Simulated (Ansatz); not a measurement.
Here is the system:

Starting cell, LaAlO₃ (cubic perovskite):

```yaml
crystal:
  lattice:
    - [7.62482, 0.00000, 0.00000]
    - [0.00000, 3.81241, 0.00000]
    - [0.00000, 0.00000, 3.81241]
  atoms:
    - { symbol: La, position: [0.00000, 0.00000, 0.00000] }
    - { symbol: La, position: [0.50000, 0.00000, 0.00000] }
    - { symbol: Al, position: [0.25000, 0.50000, 0.50000] }
    - { symbol: Al, position: [0.75000, 0.50000, 0.50000] }
    - { symbol: O, position: [0.00000, 0.50000, 0.50000] }
    - { symbol: O, position: [0.50000, 0.50000, 0.50000] }
    - { symbol: O, position: [0.25000, 0.50000, 0.00000] }
    - { symbol: O, position: [0.75000, 0.50000, 0.00000] }
    - { symbol: O, position: [0.25000, 0.00000, 0.50000] }
    - { symbol: O, position: [0.75000, 0.00000, 0.50000] }
```

A phonon eigenvector at X = (0.5, 0.0, 0.0) is frozen into this cell: atom i moves by Q times the vector below, so Q is the largest atomic displacement, in Å. The cell is held. (q is in reciprocal vectors of the primitive cell; the cell shown is doubled to hold the pattern.)

```tsv
atom	x	y	z
Al3	1.000	0.000	0.000
Al4	-1.000	0.000	0.000
O7	0.850	0.000	0.000
O8	-0.850	0.000	0.000
O9	0.850	0.000	0.000
O10	-0.850	0.000	0.000
```

Atoms not listed stay in place.

The numbers are results of PBE (plane waves to 420 eV, PAW, scalar-relativistic; Ansatz, a quantum-chemistry and plane-wave program), not measurements. k mesh 5×9×9 (Γ-centred), Fermi-Dirac smearing 0.05 eV. Energies are smeared free energies. LaAlO3 is run without spin polarisation. LaAlO3 was relaxed with its symmetry unable to fall. This is a high-temperature form of LaAlO3. ΔE is measured from the undisplaced structure.

The scan covers Q from -0.280 to 0.280 Å in 13 points.

Is this a single well or a double well?

A single well with its minimum at or next to zero displacement.

Which space group does the distorted structure have?

P4/mmm (No. 123), lowered from Pm-3m.

What is the energy change at Q = 0.280 Å?

1941 meV/cell.

What harmonic wavenumber does the curvature at Q = 0 give?

339 cm⁻¹.

(For displaced atoms, the force is minus the slope of the energy, and its curvature is a force constant, which sets phonon frequencies.)
